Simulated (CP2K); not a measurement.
**AlAu in CP2K: the effect of functional**

The system is AlAu.

```xyz
2
Lattice="3.2239 0.0000 0.0000 0.0000 3.2239 0.0000 0.0000 0.0000 3.2239" Properties=species:S:1:pos:R:3 pbc="T T T"
Au    1.6120    1.6120    1.6120
Al    0.0000    0.0000    0.0000
```

The cell comes from a database or a generator and needn't be the stable form of this composition.

Alike in all runs:

* Program: CP2K 2026.2
* Task: band structure
* k mesh: 8 × 8 × 8
* Occupations: fermi-dirac, width 0.05 eV
* Spin: no spin polarisation

```csv
functional,potentials or basis,pressure (GPa)
r2SCAN,"POTENTIAL_UZH Au GTH-SCAN-q11, Al GTH-SCAN-q3; TZVP-MOLOPT-SCAN-GTH basis",-4.7
LDA,"GTH_POTENTIALS Au GTH-PADE-q11, Al GTH-PADE-q3; TZVP-MOLOPT-PBE-GTH basis",-6.2
PBEsol,"POTENTIAL_UZH Au GTH-PBE-q11, Al GTH-PBE-q3; TZVP-MOLOPT-PBE-GTH basis",?
```

**Question.** What does the run with functional PBEsol give?

**Answer.** Pressure -1.8 GPa.

Caveats: the basis of atomic orbitals isn't converged, which shifts pressures, moduli and gaps; the potentials were made for another functional, which shifts forces and pressure (some runs).
